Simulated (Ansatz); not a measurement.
A crystal relaxed with r2SCAN in Ansatz 0.2.0 has space group Fm-3m (No. 225) and a = 5.112 Å.

```json
{"atom": "Xx", "site": "4a", "x": "0.0000", "y": "0.0000", "z": "0.0000"}
{"atom": "Cl", "site": "4b", "x": "0.5000", "y": "0.0000", "z": "0.0000"}
```

The r2SCAN gap is indirect, 7.291 eV (K–Γ (0.81 of the way from K) to Γ), below the direct gap of 7.291 eV at Γ. Least and direct gap differ so little that the kind isn't settled. The HSE06 gap is indirect, 7.785 eV (K–Γ (0.81 of the way from K) to Γ), below the direct gap of 7.788 eV at Γ. Least and direct gap differ so little that the kind isn't settled. With PBE the valence top lies at K–Γ (0.80 of the way from K) and the conduction bottom at Γ, 6.38 eV higher; the smallest vertical gap, at Γ, is 6.39 eV. Least and direct gap differ so little that the kind isn't settled. Meshes: r2SCAN 8×8×8, HSE06 6×6×6, PBE 8×8×8. r2SCAN's ε∞ is 2.8 in all directions.

**Question.** Which element is Xx?
A. Na
B. Rb
C. H
D. Li

**Answer.** D. Xx is Li: LiCl (started from an entry of an open crystallographic database). Li is surrounded by 6 Cl at 2.56 Å; Cl is surrounded by 6 Li at 2.56 Å.

No spin polarisation and no zero-point or thermal motion.

Where an edge lies off the special points, it is a point of the mesh or the k point where a search put PBE's edge or least direct gap, reused for the other functionals, whose own edges may lie a little apart; PBE's own value is read along its path and can be a few hundredths of an eV high.

The meshes of the hybrids are coarse, so their gaps aren't converged to the digits shown.
